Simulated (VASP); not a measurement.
Crystal: GaP.

```
Ga P
1.0
     0.00000    2.72525    2.72525
     2.72525    0.00000    2.72525
     2.72525    2.72525    0.00000
Ga P
1 1
Direct
  0.00000 0.00000 0.00000
  0.75000 0.75000 0.75000
```

Base run:

| Item | Value |
| --- | --- |
| Program | VASP 6.6.1 |
| Functional | PBE |
| Potentials or basis | VASP PAW PBE potentials, release 64 (Ga_d, P) |
| Cutoff | 520 eV |
| k mesh | 6 × 6 × 6 |
| Occupations | gaussian, width 0.02 eV |
| Spin | spin-orbit coupling, no magnetisation |

Its results: pressure 2.4 GPa.

The run is repeated on the same cell with these changes: functional from PBE to r2SCAN. What comes out?

Pressure -0.1 GPa.

Caveats: the PAW data sets were made with another functional, which shifts forces and pressure a little (some runs).
